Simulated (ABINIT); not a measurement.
# PbO2 (Fm-3m) in ABINIT: further runs, part 2 of 2

ABINIT 10.8.3 (patched build). The steps go on from the part before.

## Step 5: Single point, PBEsol

File run.abi:

```
# Pseudopotentials
pp_dirpath "./"
pseudos "Pb.upf, O.upf"

# Structure
acell 3*1.0
rprim
     0.0000000000     5.1060248709     5.1060248709
     5.1060248709     0.0000000000     5.1060248709
     5.1060248709     5.1060248709     0.0000000000
ntypat 2
znucl 82 8
natom 3
typat 1 2 2
xred
     0.0000000000     0.0000000000     0.0000000000
     0.7500000000     0.7500000000     0.7500000000
     0.2500000000     0.2500000000     0.2500000000

# Plane-wave basis
ecut 979.609905 eV

# k points
kptopt 1
ngkpt 7 7 7
nshiftk 1
shiftk 0.0 0.0 0.0

# Exchange and correlation
ixc -116133

# Bands and occupations
nband 17
occopt 3
tsmear 0.00183747

# SCF cycle
nstep 100
tolvrs 1.0e-10

# Output
iomode 3
prtwf 0
prtden 0
prteig 0
prtebands 0
enunit 2
```

Potentials or basis: PseudoDojo NC SR PBEsol v0.4.1 standard.

Launch:

```sh
$ abinit run.abi > log 2>&1
```

run.abo:

```text
.Version 10.8.3 of ABINIT
 Symmetries : space group Fm -3 m (#225); Bravais cF (face-center cubic)
================================================================================
 Values of the parameters that define the memory need of the present run
     intxc =       0    ionmov =       0      iscf =       7    lmnmax =       6
     lnmax =       6     mgfft =      40  mpssoang =       3    mqgrid =    3001
     natom =       3  nloc_mem =       1    nspden =       1   nspinor =       1
    nsppol =       1      nsym =      48    n1xccc =    2501    ntypat =       2
    occopt =       3   xclevel =       2
       mpw =        2762          nfft =       64000          nkpt =          20
================================================================================
================================================================================

--------------------------------------------------------------------------------
------------- Echo of variables that govern the present computation ------------
--------------------------------------------------------------------------------
 -outvars: echo values of preprocessed input variables --------
            acell      1.0000000000E+00  1.0000000000E+00  1.0000000000E+00 Bohr
              amu      2.07200000E+02  1.59994000E+01
             ecut      3.60000000E+01 Hartree
           enunit           2
              ixc     -116133
         kptrlatt        7    0    0      0    7    0      0    0    7
          kptrlen      5.05470674E+01
            natom           3
            nband          17
            ngfft          40      40      40
[... 187 lines left out ...]
local_psp           : -5.91014717987157E+01
non_local_psp       : -1.97852602093693E+01
internal            : -1.03157897044373E+02
'-kT*entropy'       : -2.30820662502573E-04
total_energy        : -1.03158127865035E+02
total_energy_eV     : -2.80707566174777E+03
band_energy         : -5.51217252904774E+00
...

 Cartesian components of stress tensor (hartree/bohr^3)
  sigma(1 1)=  1.96779483E-04  sigma(3 2)=  0.00000000E+00
  sigma(2 2)=  1.96779483E-04  sigma(3 1)=  0.00000000E+00
  sigma(3 3)=  1.96779483E-04  sigma(2 1)=  0.00000000E+00

-Cartesian components of stress tensor (GPa)         [Pressure= -5.7895E+00 GPa]
- sigma(1 1)=  5.78945228E+00  sigma(3 2)=  0.00000000E+00
- sigma(2 2)=  5.78945228E+00  sigma(3 1)=  0.00000000E+00
- sigma(3 3)=  5.78945228E+00  sigma(2 1)=  0.00000000E+00

== END DATASET(S) ==============================================================
================================================================================

 -outvars: echo values of variables after computation  --------
            acell      1.0000000000E+00  1.0000000000E+00  1.0000000000E+00 Bohr
           etotal     -1.0315812787E+02
            fcart     -0.0000000000E+00 -0.0000000000E+00 -0.0000000000E+00
                       4.6553392367E-42  1.0800059844E-25 -4.6553392367E-42
                      -4.6553392367E-42 -1.0800059844E-25  4.6553392367E-42
            rprim      0.0000000000E+00  5.1060248709E+00  5.1060248709E+00
                       5.1060248709E+00  0.0000000000E+00  5.1060248709E+00
                       5.1060248709E+00  5.1060248709E+00  0.0000000000E+00
           strten      1.9677948325E-04  1.9677948325E-04  1.9677948325E-04
                       0.0000000000E+00  0.0000000000E+00  0.0000000000E+00
           xangst      0.0000000000E+00  0.0000000000E+00  0.0000000000E+00
                       4.0529879972E+00  4.0529879972E+00  4.0529879972E+00
                       1.3509959991E+00  1.3509959991E+00  1.3509959991E+00
             xred      0.0000000000E+00  0.0000000000E+00  0.0000000000E+00
                       7.5000000000E-01  7.5000000000E-01  7.5000000000E-01
                       2.5000000000E-01  2.5000000000E-01  2.5000000000E-01
 Calculation completed.
```

Wall time 26 s (1 thread of Arm Neoverse V2, shared host); peak memory 0.08 GiB.

What came out:

```yaml
Free_energy: -2807.0757 eV
Pressure: -5.8 GPa
Band_gap_on_the_k_mesh: none (metal or under the smearing width)
Valence_electrons_inside_the_program's_atomic_spheres: Pb 9.92; O 6.03
```

Caveat: the cutoff is short for stress, so the pressure is rough. Spin-orbit coupling is left out, which matters for the levels of Pb.

## Step 6: Single point, PBEsol

File run.abi:

```
pp_dirpath "./"
pseudos "Pb.upf, O.upf"

acell 3*1.0 Angstrom
rprim
     0.0000000000     2.7019920000     2.7019920000
     2.7019920000     0.0000000000     2.7019920000
     2.7019920000     2.7019920000     0.0000000000
ntypat 2
znucl 82 8
natom 3
typat 1 2 2
xcart
     0.0000000000     0.0000000000     0.0000000000
     7.6590373064     7.6590373064     7.6590373064
     2.5530124355     2.5530124355     2.5530124355

ecut 979.609905 eV

kptopt 1
ngkpt 7 7 7
nshiftk 1
shiftk 0.0 0.0 0.0

ixc -116133

nband 17
occopt 3
tsmear 0.05 eV

nstep 100
tolvrs 1.0e-10

iomode 3
prtwf 0
prtden 0
prteig 0
prtebands 0
enunit 2
```

Potentials or basis: PseudoDojo NC SR PBEsol v0.4.1 standard.

Launch:

```sh
$ abinit run.abi > log 2>&1
```

run.abo:

```text
.Version 10.8.3 of ABINIT
 Symmetries : space group Fm -3 m (#225); Bravais cF (face-center cubic)
================================================================================
 Values of the parameters that define the memory need of the present run
     intxc =       0    ionmov =       0      iscf =       7    lmnmax =       6
     lnmax =       6     mgfft =      40  mpssoang =       3    mqgrid =    3001
     natom =       3  nloc_mem =       1    nspden =       1   nspinor =       1
    nsppol =       1      nsym =      48    n1xccc =    2501    ntypat =       2
    occopt =       3   xclevel =       2
       mpw =        2762          nfft =       64000          nkpt =          20
================================================================================
================================================================================

--------------------------------------------------------------------------------
------------- Echo of variables that govern the present computation ------------
[... 219 lines left out ...]
================================================================================

 -outvars: echo values of variables after computation  --------
            acell      1.8897261259E+00  1.8897261259E+00  1.8897261259E+00 Bohr
           etotal     -1.0315812786E+02
            fcart     -0.0000000000E+00 -0.0000000000E+00 -0.0000000000E+00
                       1.0800059837E-25  1.0800059837E-25 -1.0800059837E-25
                      -1.0800059837E-25 -1.0800059837E-25  1.0800059837E-25
            rprim      0.0000000000E+00  2.7019920000E+00  2.7019920000E+00
                       2.7019920000E+00  0.0000000000E+00  2.7019920000E+00
                       2.7019920000E+00  2.7019920000E+00  0.0000000000E+00
           strten      1.9677951679E-04  1.9677951679E-04  1.9677951679E-04
                       0.0000000000E+00  0.0000000000E+00  0.0000000000E+00
           xangst      0.0000000000E+00  0.0000000000E+00  0.0000000000E+00
                       4.0529880000E+00  4.0529880000E+00  4.0529880000E+00
                       1.3509960000E+00  1.3509960000E+00  1.3509960000E+00
             xred      0.0000000000E+00  0.0000000000E+00  0.0000000000E+00
                       7.5000000000E-01  7.5000000000E-01  7.5000000000E-01
                       2.5000000000E-01  2.5000000000E-01  2.5000000000E-01
 Calculation completed.
```

It took 36 s on 1 thread of Arm Neoverse V1, shared host; peak memory 0.08 GiB.

What came out:

```
Free energy                                           : -2807.0757 eV
Pressure                                              : -5.8 GPa
Band gap on the k mesh                                : none (metal or under the smearing width)
Valence electrons inside the program's atomic spheres : Pb 9.92; O 6.03
```

Levels at points of the mesh, in eV from the Fermi level:
```tsv
k point	band 10	band 11	band 12	band 13	band 14	band 15	band 16	band 17
(0.00, 0.00, 0.00)	-2.00	-2.00	-1.22	-1.22	-1.22	6.84	6.84	6.84
```

Caveat: the cutoff is short for stress, so the pressure is rough. Spin-orbit coupling is left out, which matters for the levels of Pb.
